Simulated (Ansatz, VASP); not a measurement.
## W in VASP and in Ansatz

File INCAR:

```
SYSTEM = W
ALGO = Normal
EDIFF = 1E-8
ENCUT = 520
GGA = PE
ISIF = 2
ISMEAR = -1
LASPH = .True.
LCHARG = .False.
LEFG = .True.
LREAL = .False.
LWAVE = .False.
NBANDS = 13
NELM = 80
PREC = Accurate
SIGMA = 0.03
```

Contents of KPOINTS:

```
k-points
0
Gamma
  14 14 14
  0 0 0
```

Contents of POSCAR:

```
W
1.0
   -1.5973000000      1.5973000000      1.5973000000
    1.5973000000     -1.5973000000      1.5973000000
    1.5973000000      1.5973000000     -1.5973000000
W
1
Direct
    0.0000000000      0.0000000000      0.0000000000
```

Input for Ansatz:

```yaml
crystal:
  lattice:
    - [-1.5973, 1.5973, 1.5973]
    - [1.5973, -1.5973, 1.5973]
    - [1.5973, 1.5973, -1.5973]
  atoms:
    - { symbol: W, position: [0.0, 0.0, 0.0] }
kpoints:
  mp_grid: { grid: [14, 14, 14] }
  band_path:
    path:
      - [0.0, 0.0, 0.0]
      - [0.5, -0.5, 0.5]
      - [0.0, 0.0, 0.5]
      - [0.0, 0.0, 0.0]
      - [0.25, 0.25, 0.25]
      - [0.5, -0.5, 0.5]
      - [0.25, 0.25, 0.25]
      - [0.0, 0.0, 0.5]
    npoints: 8
scf:
  occupations: { method: fermi_dirac, width: 0.03 }
hamiltonian:
  xc: pbe
  pseudopotentials: { kind: all_electron, datasets: crystal }
output:
  forces: true
  stress: true
  eigenvalues: true
  efg: { contact_densities: true }
```

Alike in both runs: task electric field gradients; functional PBE; k mesh 14 × 14 × 14; occupations fermi-dirac, width 0.03 eV; no spin polarisation.

|  | VASP | Ansatz |
| --- | --- | --- |
| version | VASP 6.6.1 | Ansatz 0.2.0 |
| potentials or method | VASP PAW PBE potentials, release 64 (W_sv) | all-electron PAW with datasets made for the crystal, scalar-relativistic |
| plane-wave cutoff (eV) | 520 | see its input |

Ansatz gave:

* pressure (GPa): -2.5
* Vzz of the field gradient on the site that differs most (V/Å²): 0.0

What did VASP give for the same quantities?

Pressure (GPa): -2.1; Vzz of the field gradient on the site that differs most (V/Å²): 0.0.

Ansatz ran all-electron here, so the differences hold the error of VASP's frozen core and of both bases. Ansatz warned: «gradients_without_spin_orbit».

The runs have no spin-orbit coupling, so splittings on W are missing.
